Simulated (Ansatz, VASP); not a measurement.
One calculation of AlGaAs2, two programs

```
Al Ga As
1.0
     3.97367    0.00000    0.00000
     0.00000    3.97367    0.00000
     0.00000    0.00000    5.61163
Al Ga As
1 1 2
Direct
  0.50000 0.50000 0.50000
  0.00000 0.00000 0.00000
  0.50000 0.00000 0.75020
  0.00000 0.50000 0.24980
```

Alike in both runs: task single point; functional LDA; k mesh 8 × 8 × 6; occupations gaussian, width 0.02 eV; no spin polarisation.

|  | VASP | Ansatz |
| --- | --- | --- |
| version | VASP 6.6.1 | Ansatz 0.2.0 |
| potentials or method | VASP PAW LDA potentials, release 64 (Al, Ga_d, As) | scalar-relativistic, plane waves, PAW |
| plane-wave cutoff (eV) | 520 | 420 |
| valence electrons in the cell | 26 | 46 |

Ansatz gave:

| Item | Value |
| --- | --- |
| gap on the k mesh at the Fermi level (eV) | 1.02 |
| least direct gap on the mesh (eV) | 1.05 |
| pressure (GPa) | 0.0 |

Q: What did VASP give for the same quantities?

A: gap on the k mesh at the Fermi level (eV): 1.04; least direct gap on the mesh (eV): 1.08; pressure (GPa): 0.4.

The two sets of potentials don't hold the same shells in valence.

A k mesh can miss the band edges.
